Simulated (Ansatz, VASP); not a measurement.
**KF in VASP and in Ansatz**

File INCAR:

```
  ALGO = Normal
  EDIFF = 1E-7
  ENCUT = 520
  GGA = PE
  ISIF = 2
  ISMEAR = 0
  LASPH = True
  LCHARG = True
  LELF = True
  LREAL = False
  LVHAR = True
  LWAVE = False
  NBANDS = 15
  NELM = 60
  PREC = Accurate
  SIGMA = 0.02
```

KPOINTS

```
k-points
0
Gamma
  8 8 8
```

Contents of POSCAR:

```
KF
1.0
    0.0000000000      2.6550403939      2.6550403939
    2.6550403939      0.0000000000      2.6550403939
    2.6550403939      2.6550403939      0.0000000000
K F
1 1
Direct
    0.5000000000      0.5000000000      0.5000000000
    0.0000000000      0.0000000000      0.0000000000
```

Input for Ansatz:

```yaml
crystal:
  lattice:
    - [0.0, 2.6550403939, 2.6550403939]
    - [2.6550403939, 0.0, 2.6550403939]
    - [2.6550403939, 2.6550403939, 0.0]
  atoms:
    - { symbol: K, position: [0.5, 0.5, 0.5] }
    - { symbol: F, position: [0.0, 0.0, 0.0] }
basis:
  ecutwfc: 420
kpoints:
  mp_grid: { grid: [8, 8, 8] }
hamiltonian:
  xc: pbe
scf:
  occupations: { method: gaussian, width: 0.02 }
output:
  forces: true
  stress: true
  eigenvalues: true
```

Alike in both runs: task single point; functional PBE; k mesh 8 × 8 × 8; occupations gaussian, width 0.02 eV; no spin polarisation.

|  | VASP | Ansatz |
| --- | --- | --- |
| version | VASP 6.6.1 | Ansatz 0.2.0 |
| potentials or method | VASP PAW PBE potentials, release 64 (K_sv, F) | scalar-relativistic, plane waves, PAW |
| plane-wave cutoff (eV) | 520 | 420 |
| valence electrons in the cell | 16 | 16 |

VASP gave:

- gap on the k mesh at the Fermi level (eV): 6.27
- least direct gap on the mesh (eV): 6.27
- pressure (GPa): 2.1

Question: Which values does Ansatz return?

Answer: gap on the k mesh at the Fermi level (eV): 6.28; least direct gap on the mesh (eV): 6.28; pressure (GPa): 2.1.

A k mesh can miss the band edges. As with any semilocal functional, this PBE gap is likely too small.
